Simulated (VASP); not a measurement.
# SiC (P6_3mc) in VASP: further runs

One crystal, SiC, is run at these levels: PBEsol+D4, PBEsol+rVV10, RPBE+D3, RPBE+D3(BJ); tasks: relaxation of cell and atoms.

All numbers are computed with VASP 6.6.1; they aren't measurements. Logs are shortened: lines on timing, memory, paths and dates and some standing lists are left out, and cuts for length are marked.

## 1. The structure

It takes space group P6_3mc (No. 186, hexagonal). Conventional cell: a = 3.076 Å, b = 3.076 Å, c = 10.071 Å, α = 90.00°, β = 90.00°, γ = 120.00°. Si (site symmetry 3m) is surrounded by 4 C at 1.88 to 1.89 Å. Si (site symmetry 3m) has 4 C at 1.88 to 1.89 Å as nearest neighbours. Around C (site symmetry 3m) lie 4 Si at 1.88 to 1.89 Å. C (site symmetry 3m) is surrounded by 4 Si at 1.88 to 1.89 Å.

The cell is a database's computed one.

## 2. Relaxation of cell and atoms, PBEsol+D4

Input file INCAR:

```
ALGO = Normal
EDIFF = 1E-6
EDIFFG = -0.02
ENCUT = 600
GGA = PS
IBRION = 2
ISIF = 3
ISMEAR = -1
IVDW = 13
LASPH = True
LCHARG = False
LREAL = False
LWAVE = False
NELM = 100
NSW = 40
PREC = Accurate
SIGMA = 0.05
```

Input file KPOINTS:

```
k-points
0
Gamma
  10 10 3
```

Input file POSCAR:

```
SiC
1.0
    3.0756941497      0.0000000000      0.0000000000
   -1.5378470748      2.6636292679      0.0000000000
    0.0000000000      0.0000000000     10.0706464800
Si C
4 4
Direct
    0.0000000000      0.0000000000      0.1878943800
    0.0000000000      0.0000000000      0.6878943800
    0.3333333333      0.6666666667      0.4378419800
    0.6666666667      0.3333333333      0.9378419800
    0.0000000000      0.0000000000      0.0004600500
    0.0000000000      0.0000000000      0.5004600500
    0.3333333333      0.6666666667      0.2498025900
    0.6666666667      0.3333333333      0.7498025900
```

Potentials or basis: VASP PAW PBE potentials, release 64 (Si, C).

Launch:

```sh
$ cat potpaw_PBE.64/Si/POTCAR potpaw_PBE.64/C/POTCAR > POTCAR
$ mpirun -np 1 vasp_std > vasp.out
```

OUTCAR:

```text
EDIFF = 1E-6
   EDIFFG = -0.02
   ENCUT = 600
   GGA = PS
   IBRION = 2
   ISIF = 3
   ISMEAR = -1
   IVDW = 13
   LASPH = True
   LREAL = False
   NELM = 100
   NSW = 40
   PREC = Accurate

 ion  position               nearest neighbor table
   1  0.000  0.000  0.188-   7 1.88   7 1.88   7 1.88   5 1.89   3 3.08   3 3.08   3 3.08   4 3.08
                             4 3.08   4 3.08
   2  0.000  0.000  0.688-   8 1.88   8 1.88   8 1.88   6 1.89   4 3.08   4 3.08   4 3.08   3 3.08
                             3 3.08   3 3.08
   3  0.333  0.667  0.438-   6 1.88   6 1.88   6 1.88   7 1.89   1 3.08   1 3.08   1 3.08   2 3.08
                             2 3.08   2 3.08
   4  0.667  0.333  0.938-   5 1.88   5 1.88   5 1.88   8 1.89   2 3.08   2 3.08   2 3.08   1 3.08
                             1 3.08   1 3.08
   5  0.000  0.000  0.000-   4 1.88   4 1.88   4 1.88   1 1.89
   6  0.000  0.000  0.500-   3 1.88   3 1.88   3 1.88   2 1.89
   7  0.333  0.667  0.250-   1 1.88   1 1.88   1 1.88   3 1.89
   8  0.667  0.333  0.750-   2 1.88   2 1.88   2 1.88   4 1.89

  LATTYP: Found a hexagonal cell.
 ALAT       =     3.0756941497
 C/A-ratio  =     3.2742678530

  Lattice vectors:

 A1 = (   3.0756941497,   0.0000000000,   0.0000000000)
 A2 = (  -1.5378470748,   2.6636292679,   0.0000000000)
 A3 = (   0.0000000000,   0.0000000000,  10.0706464800)

Analysis of symmetry for initial positions (statically):
=====================================================================
 Subroutine PRICEL returns:
 Original cell was already a primitive cell.

 Routine SETGRP: Setting up the symmetry group for a
 hexagonal supercell.

 Subroutine GETGRP returns: Found 12 space group operations
 (whereof  6 operations were pure point group operations)
 out of a pool of 24 trial point group operations.

The static configuration has the point symmetry C_3v.
 The point group associated with its full space group is C_6v.

Analysis of symmetry for dynamics (positions and initial velocities):
=====================================================================
 Subroutine PRICEL returns:
 Original cell was already a primitive cell.

 Routine SETGRP: Setting up the symmetry group for a
 hexagonal supercell.

 Subroutine GETGRP returns: Found 12 space group operations
 (whereof  6 operations were pure point group operations)
 out of a pool of 24 trial point group operations.

The dynamic configuration has the point symmetry C_3v.
 The point group associated with its full space group is C_6v.

 Subroutine INISYM returns: Found 12 space group operations
 (whereof  6 operations are pure point group operations),
 and found     1 'primitive' translations

----------------------------------------------------------------------------------------

[... 94 lines left out ...]
 SYSTEM =  unknown system
   PREC   = accura    normal or accurate (medium, high low for compatibility)
   ISTART =      0    job   : 0-new  1-cont  2-samecut
   ICHARG =      2    charge: 1-file 2-atom 10-const
   ISPIN  =      1    spin polarized calculation?
   LNONCOLLINEAR =      F non collinear calculations
   LSORBIT =      F    spin-orbit coupling
   LASPH  =      T    aspherical Exc in radial PAW
   ENCUT  =  600.0 eV  44.10 Ry    6.64 a.u.   6.14  6.14 20.11*2*pi/ulx,y,z
   NELM   =    100;   NELMIN=  2; NELMDL= -5     # of ELM steps
   EDIFF  = 0.1E-05   stopping-criterion for ELM
   LREAL  =      F    real-space projection
   EDIFFG = -.2E-01   stopping-criterion for IOM
   NSW    =     40    number of steps for IOM
   IBRION =      2    ionic relax: 0-MD 1-quasi-New 2-CG
   NFREE  =      1    steps in history (QN), initial steepest desc. (CG)
   ISIF   =      3    stress and relaxation
   ISYM   =      2    0-nonsym 1-usesym 2-fastsym
   POTIM  = 0.5000    time-step for ionic-motion
   TEBEG  =    0.0;   TEEND  =   0.0 temperature during run
   PSTRESS=    0.0 pullay stress
   NELECT =      32.0000    total number of electrons
   NUPDOWN=      -1.0000    fix difference up-down
   EMIN   =  10.00;   EMAX   =-10.00  energy-range for DOS
   EFERMI =   0.00;   METHOD = LEGACY
   ISMEAR =    -1;   SIGMA  =   0.05  broadening in eV -4-tet -1-fermi 0-gaus
   EFERMI_NEDOS =   21; number of points for ismear=-14 and -15
   IALGO  =     38    algorithm
   IMIX   =      4    mixing-type and parameters
     AMIX     =   0.40;   BMIX     =  1.00
     AMIX_MAG =   1.60;   BMIX_MAG =  1.00
  volume/ion in A,a.u.               =      10.31        69.60
  Fermi-wavevector in a.u.,A,eV,Ry     =   1.193897  2.256138 19.393597  1.425389
  Thomas-Fermi vector in A             =   2.329900
   LORBIT       =      0    0 simple, 1 ext, 2 COOP (PROOUT), +10 PAW based schemes
   GGA     = PS    functional components
   LHFCALC =     F    Hartree Fock is set to
   AEXX    =    0.0000 exact exchange contribution
   IVDW    =    13    specifies the selected vdW correction
   LEPSILON=     F    determine dielectric tensor
   LRPA    =     F    only Hartree local field effects (RPA)
 conjugate gradient relaxation of ions
 non-spin polarized calculation
  energy-cutoff  :      600.00
  volume of cell :       82.50
 maximum number of plane-waves:      2776
 NGX is ok and might be reduce to    28
   NGX = 13   NGY = 13   NGZ = 41

--------------------------------------- Ionic step        1  -------------------------------------------

 number of electron      32.0000001 magnetization

 Free energy of the ion-electron system (eV)
  ---------------------------------------------------
  ext. energy  EPLUGINS =         0.00000000
  ---------------------------------------------------
  free energy    TOTEN  =       -63.67520359 eV

  energy without entropy =      -63.67520359  energy(sigma->0) =      -63.67520359

------------------------ aborting loop because EDIFF is reached ----------------------------------------

  DFT-D4 for vdW energy calculation

  Edisp (eV):   -1.49270
[... 83 lines left out ...]
--------------------------------------- Ionic step        3  -------------------------------------------

 number of electron      32.0000001 magnetization

 Free energy of the ion-electron system (eV)
  ---------------------------------------------------
  ext. energy  EPLUGINS =         0.00000000
  ---------------------------------------------------
  free energy    TOTEN  =       -63.66871084 eV

  energy without entropy =      -63.66871084  energy(sigma->0) =      -63.66871084

 E-fermi :   9.2699     XC(G=0): -11.5502

 val. band max:        8.2498305374   @ k =   0.0000   0.0000   0.0000
 cond. band min:      10.3612049013   @ k =   0.5000   0.0000   0.0000
 fundamental gap:      2.1113743640
 Fermi energy:         9.2698963276

 k-point     1 :       0.0000    0.0000    0.0000
  band No.  band energies     occupation
      1      -7.3404      2.00000
      2      -6.1466      2.00000
      3      -6.1101      2.00000
      4      -3.6946      2.00000
      5      -0.4875      2.00000
      6       3.8251      2.00000
[... 565 lines left out ...]
     20      13.0701      0.00000
     21      14.2588      0.00000

 [... further k-points ...]

------------------------ aborting loop because EDIFF is reached ----------------------------------------

  DFT-D4 for vdW energy calculation

  Edisp (eV):   -1.50287
[... 31 lines left out ...]
  FREE ENERGIE OF THE ION-ELECTRON SYSTEM (eV)
  ---------------------------------------------------
  free  energy   TOTEN  =       -65.1715847927 eV

  energy  without entropy=      -65.1715847926  energy(sigma->0) =      -65.17158479

 reached required accuracy - stopping structural energy minimisation
```

OSZICAR:

```text
N       E                     dE             d eps       ncg     rms          rms(c)
DAV:   1     0.101114637825E+03    0.10111E+03   -0.16356E+04  1176   0.155E+03
DAV:   2    -0.627339359816E+02   -0.16385E+03   -0.15398E+03  1657   0.231E+02
DAV:   3    -0.707594929688E+02   -0.80256E+01   -0.79671E+01  1464   0.530E+01
[... 21 lines left out ...]
DAV:   3    -0.636687556550E+02    0.33970E-03   -0.91993E-04  1386   0.159E-01    0.290E-02
DAV:   4    -0.636687207792E+02    0.34876E-04   -0.86539E-05  1416   0.493E-02    0.134E-02
DAV:   5    -0.636687129849E+02    0.77943E-05   -0.67934E-06  1366   0.146E-02    0.112E-02
DAV:   6    -0.636687109355E+02    0.20495E-05   -0.52986E-07   843   0.446E-03    0.573E-03
DAV:   7    -0.636687108378E+02    0.97666E-07   -0.49454E-07   753   0.374E-03
   3 F= -.65171585E+02 E0= -.65171585E+02  d E =-.368399E-02
```

Run time: 72 s. Hardware: 1 thread of Intel Xeon 6975P-C (Granite Rapids), shared host; peak memory 0.25 GiB.

Results:

| Quantity | Value |
| --- | --- |
| Free energy | -65.1716 eV |
| Relaxed volume | 10.23 Å³/atom |
| Relaxed cell | a = 3.068 Å, b = 3.068 Å, c = 10.043 Å, α = 90.00°, β = 90.00°, γ = 120.00° |
| Space group after relaxing (to 0.05 Å) | P6_3mc (No. 186) |
| Energy gained by relaxing | 0.5 meV/atom |
| Ionic steps | 3 |
| Pressure after relaxing | 0.0 GPa |
| Largest force after relaxing | 0.003 eV/Å |
| Band gap on the k mesh | 2.11 eV, indirect (least direct gap 3.24 eV) |
| Dispersion energy per atom | -0.188 eV |

Forces in eV/Å, atoms in the order of the input:
```
Si   0.000  0.000  0.003
Si   0.000  0.000  0.003
Si   0.000  0.000 -0.001
Si   0.000  0.000 -0.001
C    0.000  0.000 -0.002
C    0.000  0.000 -0.002
C    0.000  0.000  0.000
C    0.000  0.000  0.000
```

The path:
| step | energy change (eV) | largest force (eV/Å) | pressure (GPa) | volume (Å³) |
| --- | --- | --- | --- | --- |
| 1 | 0.0000 | 0.0041 | -1.77 | 82.50 |
| 2 | 0.0005 | 0.0044 | 1.95 | 81.15 |
| 3 | -0.0037 | 0.0034 | 0.00 | 81.85 |

Final structure:
```cif
data_structure
_symmetry_space_group_name_H-M 'P 1'
_symmetry_Int_Tables_number 1
_cell_length_a 3.0677
_cell_length_b 3.0677
_cell_length_c 10.0426
_cell_angle_alpha 90.000
_cell_angle_beta 90.000
_cell_angle_gamma 120.000
_cell_volume 81.85
loop_
_atom_site_label
_atom_site_type_symbol
_atom_site_fract_x
_atom_site_fract_y
_atom_site_fract_z
_atom_site_occupancy
Si1 Si 0.00000 0.00000 0.18790 1
Si2 Si 0.00000 0.00000 0.68790 1
Si3 Si 0.33333 0.66667 0.43783 1
Si4 Si 0.66667 0.33333 0.93783 1
C1 C 0.00000 0.00000 0.00046 1
C2 C 0.00000 0.00000 0.50046 1
C3 C 0.33333 0.66667 0.24981 1
C4 C 0.66667 0.33333 0.74981 1
```

Caveat: the PAW data sets were made with another functional, which shifts forces and pressure a little; an odd mesh through Γ misses points on the zone boundary, where band edges often lie.

## 3. Relaxation of cell and atoms, PBEsol+rVV10

Input file INCAR:

```
SYSTEM = SiC
  PREC = Accurate
  ENCUT = 600
  EDIFF = 1E-6
  ISMEAR = -1
  SIGMA = 0.05
  LREAL = .FALSE.
  LASPH = .TRUE.
  NELM = 100
  ALGO = Fast
  ISIF = 3
  LWAVE = .FALSE.
  LCHARG = .FALSE.
  GGA = PS
  LUSE_VDW = .TRUE.
  IVDW_NL = 2
  BPARAM = 20.0
  CPARAM = 0.0093
  IBRION = 2
  NSW = 60
  EDIFFG = -0.005
```

Input file KPOINTS:

```
Automatic mesh
0
G
  10 10 3
  0 0 0
```

POSCAR is that of step 2.

Potentials or basis: VASP PAW PBE potentials, release 64 (Si, C).

Launch:

```sh
$ cat potpaw_PBE.64/Si/POTCAR potpaw_PBE.64/C/POTCAR > POTCAR
$ mpirun -np 1 vasp_std > vasp.out
```

It took 3.7 min on 1 thread of Intel Xeon 6975P-C (Granite Rapids), shared host; peak memory 0.49 GiB.

Results (log left out):

```yaml
Free_energy: -63.4857 eV
Relaxed_volume: 10.33 Å³/atom
Relaxed_cell: a = 3.078 Å, b = 3.078 Å, c = 10.075 Å, α = 90.00°, β = 90.00°, γ = 120.00°
Space_group_after_relaxing_to_0.05_Å: P6_3mc (No. 186)
Energy_gained_by_relaxing: 0.0 meV/atom
Ionic_steps: 3
Pressure_after_relaxing: 0.0 GPa
Band_gap_on_the_k_mesh: 2.10 eV, indirect (least direct gap 3.22 eV)
```

Forces in eV/Å, atoms in the order of the input:
```
Si   0.000  0.000  0.002
Si   0.000  0.000  0.002
Si   0.000  0.000  0.001
Si   0.000  0.000  0.001
C    0.000  0.000 -0.002
C    0.000  0.000 -0.002
C    0.000  0.000 -0.001
C    0.000  0.000 -0.001
```

Step by step:
| step | energy change (eV) | largest force (eV/Å) | pressure (GPa) | volume (Å³) |
| --- | --- | --- | --- | --- |
| 1 | 0.0000 | 0.0047 | 0.42 | 82.50 |
| 2 | 0.0001 | 0.0083 | -0.47 | 82.83 |
| 3 | -0.0002 | 0.0020 | 0.01 | 82.65 |

Final structure:
```
Si C
1.0
     3.07765    0.00000    0.00000
    -1.53882    2.66532    0.00000
     0.00000    0.00000   10.07547
Si C
4 4
Direct
  0.00000 0.00000 0.18790
  0.00000 0.00000 0.68790
  0.33333 0.66667 0.43783
  0.66667 0.33333 0.93783
  0.00000 0.00000 0.00046
  0.00000 0.00000 0.50046
  0.33333 0.66667 0.24981
  0.66667 0.33333 0.74981
```

Levels at points of the mesh, in eV from the valence-band top:
| k point | band 13 | band 14 | band 15 | band 16 | band 17 | band 18 | band 19 | band 20 |
| --- | --- | --- | --- | --- | --- | --- | --- | --- |
| (0.00, 0.00, 0.00) | -0.59 | -0.05 | 0.00 | 0.00 | 5.03 | 5.61 | 6.24 | 6.25 |
| (0.50, 0.00, 0.00) | -2.38 | -2.23 | -1.59 | -1.13 | 2.10 | 2.22 | 4.10 | 4.65 |

Caveat: the PAW data sets were made with another functional, which shifts forces and pressure a little; an odd mesh through Γ misses points on the zone boundary, where band edges often lie.

## 4. Relaxation of cell and atoms, RPBE+D3

Input file INCAR:

```
SYSTEM = SiC
ALGO = Fast
EDIFF = 1E-6
EDIFFG = -0.01
ENCUT = 600
GGA = RP
IBRION = 2
ISIF = 3
ISMEAR = -1
IVDW = 11
LASPH = .TRUE.
LCHARG = .FALSE.
LREAL = .FALSE.
LWAVE = .FALSE.
NELM = 60
NSW = 60
PREC = Accurate
SIGMA = 0.05
```

Input file KPOINTS:

```
k-points
0
G
  10 10 3
  0 0 0
```

POSCAR is that of step 3.

Launch:

```sh
$ cat potpaw_PBE.64/Si/POTCAR potpaw_PBE.64/C/POTCAR > POTCAR
$ mpirun -np 1 vasp_std > vasp.out
```

Run time: 83 s. Hardware: 1 thread of Intel Xeon 6975P-C (Granite Rapids), shared host; peak memory 0.28 GiB.

The run converged. Its results:

| Property | Result |
| --- | --- |
| Free energy | -59.3759 eV |
| Relaxed volume | 10.42 Å³/atom |
| Relaxed cell | a = 3.087 Å, b = 3.087 Å, c = 10.106 Å, α = 90.00°, β = 90.00°, γ = 120.00° |
| Space group after relaxing (to 0.05 Å) | P6_3mc (No. 186) |
| Energy gained by relaxing | 0.8 meV/atom |
| Ionic steps | 3 |
| Pressure after relaxing | 0.0 GPa |
| Largest force after relaxing | 0.003 eV/Å |
| Band gap on the k mesh | 2.24 eV, indirect (least direct gap 3.35 eV) |
| Dispersion energy per atom | -0.261 eV |

Forces on the atoms (eV/Å):
```
Si   0.000  0.000 -0.003
Si   0.000  0.000 -0.003
Si   0.000  0.000  0.002
Si   0.000  0.000  0.002
C    0.000  0.000  0.001
C    0.000  0.000  0.001
C    0.000  0.000 -0.001
C    0.000  0.000 -0.001
```

Stress tensor (GPa, compression positive):
```
-0.03  0.00  0.00
 0.00 -0.03  0.00
 0.00  0.00  0.05
```

The path:
```csv
step,energy change (eV),largest force (eV/Å),pressure (GPa),volume (Å³)
1,0.0000,0.0099,2.33,82.50
2,0.0004,0.0147,-2.31,84.30
3,-0.0063,0.0032,0.00,83.38
```

Final structure:
```
Si C
1.0
     3.08655    0.00000    0.00000
    -1.54328    2.67303    0.00000
     0.00000    0.00000   10.10626
Si C
4 4
Direct
  0.00000 0.00000 0.18789
  0.00000 0.00000 0.68789
  0.33333 0.66667 0.43782
  0.66667 0.33333 0.93782
  0.00000 0.00000 0.00047
  0.00000 0.00000 0.50047
  0.33333 0.66667 0.24982
  0.66667 0.33333 0.74982
```

Levels at points of the mesh, in eV from the valence-band top:
```tsv
k point	band 13	band 14	band 15	band 16	band 17	band 18	band 19	band 20
(0.00, 0.00, 0.00)	-0.58	-0.05	0.00	0.00	5.06	5.64	6.22	6.29
(0.50, 0.00, 0.00)	-2.34	-2.20	-1.56	-1.11	2.24	2.37	4.24	4.75
```

Caveat: the PAW data sets were made with another functional, which shifts forces and pressure a little; an odd mesh through Γ misses points on the zone boundary, where band edges often lie.

## 5. Relaxation of cell and atoms, RPBE+D3(BJ)

Input file INCAR:

```
  PREC = Accurate
  ENCUT = 600
  EDIFF = 1E-6
  ISMEAR = -1
  SIGMA = 0.05
  LREAL = False
  LASPH = True
  NELM = 60
  ALGO = Normal
  ISIF = 3
  LWAVE = False
  LCHARG = False
  GGA = RP
  IVDW = 12
  IBRION = 2
  NSW = 40
  EDIFFG = -0.01
```

Input file KPOINTS:

```
Automatic mesh
0
Gamma
  10 10 3
```

POSCAR is that of step 4.

Launch:

```sh
$ cat potpaw_PBE.64/Si/POTCAR potpaw_PBE.64/C/POTCAR > POTCAR
$ mpirun -np 1 vasp_std > vasp.out
```

It took 2 min on 1 thread of Intel Xeon 6975P-C (Granite Rapids), shared host; peak memory 0.27 GiB.

Results (log left out):

* Free energy: -66.6690 eV
* Relaxed volume: 9.59 Å³/atom
* Relaxed cell: a = 3.003 Å, b = 3.003 Å, c = 9.823 Å, α = 90.00°, β = 90.00°, γ = 120.00°
* Space group after relaxing (to 0.05 Å): P6_3mc (No. 186)
* Energy gained by relaxing: 37.8 meV/atom
* Ionic steps: 6
* Pressure after relaxing: 0.0 GPa
* Largest force after relaxing: 0.007 eV/Å
* Band gap on the k mesh: 2.25 eV, indirect (least direct gap 3.38 eV)
* Dispersion energy per atom: -1.247 eV

Forces on the atoms (eV/Å):
```
Si   0.000  0.000  0.007
Si   0.000  0.000  0.007
Si   0.000  0.000  0.007
Si   0.000  0.000  0.007
C    0.000  0.000 -0.006
C    0.000  0.000 -0.006
C    0.000  0.000 -0.007
C    0.000  0.000 -0.007
```

The path:
| step | energy change (eV) | largest force (eV/Å) | pressure (GPa) | volume (Å³) |
| --- | --- | --- | --- | --- |
| 1 | 0.0000 | 0.0128 | -15.76 | 82.50 |
| 2 | 0.0792 | 0.0375 | 22.72 | 70.97 |
| 3 | -0.3027 | 0.0211 | -0.25 | 76.80 |
| 4 | -0.3027 | 0.0212 | 0.10 | 76.69 |
| 5 | -0.3027 | 0.0288 | -0.10 | 76.75 |
| 6 | -0.3028 | 0.0074 | -0.01 | 76.72 |

Final structure:
```cif
data_structure
_symmetry_space_group_name_H-M 'P 1'
_symmetry_Int_Tables_number 1
_cell_length_a 3.0031
_cell_length_b 3.0031
_cell_length_c 9.8232
_cell_angle_alpha 90.000
_cell_angle_beta 90.000
_cell_angle_gamma 120.000
_cell_volume 76.72
loop_
_atom_site_label
_atom_site_type_symbol
_atom_site_fract_x
_atom_site_fract_y
_atom_site_fract_z
_atom_site_occupancy
Si1 Si 0.00000 0.00000 0.18797 1
Si2 Si 0.00000 0.00000 0.68797 1
Si3 Si 0.33333 0.66667 0.43777 1
Si4 Si 0.66667 0.33333 0.93777 1
C1 C 0.00000 0.00000 0.00042 1
C2 C 0.00000 0.00000 0.50042 1
C3 C 0.33333 0.66667 0.24983 1
C4 C 0.66667 0.33333 0.74983 1
```

Levels at points of the mesh, in eV from the valence-band top:
```tsv
k point	band 13	band 14	band 15	band 16	band 17	band 18	band 19	band 20
(0.00, 0.00, 0.00)	-0.58	-0.05	0.00	0.00	5.78	6.36	7.04	7.18
(0.50, 0.00, 0.00)	-2.45	-2.28	-1.61	-1.13	2.25	2.44	4.48	5.25
```

Caveat: the PAW data sets were made with another functional, which shifts forces and pressure a little; an odd mesh through Γ misses points on the zone boundary, where band edges often lie.

## 6. Summary

```csv
level,gap on the mesh (eV),pressure (GPa),relaxed volume (Å³/atom)
PBEsol+D4,2.11,0.0,10.23
PBEsol+rVV10,2.10,0.0,10.33
RPBE+D3,2.24,0.0,10.42
RPBE+D3(BJ),2.25,0.0,9.59
```

Alike in all rows: task relaxation of cell and atoms; potentials or basis VASP PAW PBE potentials, release 64 (Si, C); no spin polarisation; cell relaxed; k mesh 10 × 10 × 3; cutoff (eV) 600; smearing fermi-dirac 0.05 eV.

Caveats: the PAW data sets were made with another functional, which shifts forces and pressure a little; an odd mesh through Γ misses points on the zone boundary, where band edges often lie.

Absolute energies hang on the potentials; compare differences alone.
